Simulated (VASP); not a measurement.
Input of a VASP 6.6.1 run:

The input INCAR:

```
  PREC = Accurate
  ENCUT = 520
  EDIFF = 1E-6
  ISMEAR = 0
  SIGMA = 0.05
  LREAL = False
  LASPH = True
  NELM = 100
  ALGO = Fast
  ISIF = 2
  LWAVE = False
  LCHARG = False
  NBANDS = 24
```

Contents of KPOINTS:

```
Automatic mesh
0
Gamma
  9 9 6
```

POSCAR

```
SrO
1.0
    4.2754662656      0.0267216642      0.0000000000
   -2.1145914928      3.6893015669      0.0000000000
    0.0000000000      0.0000000000      5.1555949900
Sr O
2 2
Direct
    0.3333333333      0.6666666667      0.9381277000
    0.6666666667      0.3333333333      0.4381277000
    0.3333333333      0.6666666667      0.4368723000
    0.6666666667      0.3333333333      0.9368723000
```

Potentials or basis: VASP PAW LDA potentials, release 64 (Sr_sv, O).

The run is started by

```sh
$ cat potpaw_LDA.64/Sr_sv/POTCAR potpaw_LDA.64/O/POTCAR > POTCAR
$ mpirun -np 1 vasp_std > vasp.out
```

Problem. What does it give for the pressure?

Solution. -4.0 GPa.

Problem. Predict the largest force.

Solution. 0.067 eV/Å.

Forces in eV/Å, atoms in the order of the input:
```
Sr  -0.065  0.001 -0.012
Sr   0.065 -0.001 -0.012
O   -0.041  0.001  0.012
O    0.041 -0.001  0.012
```
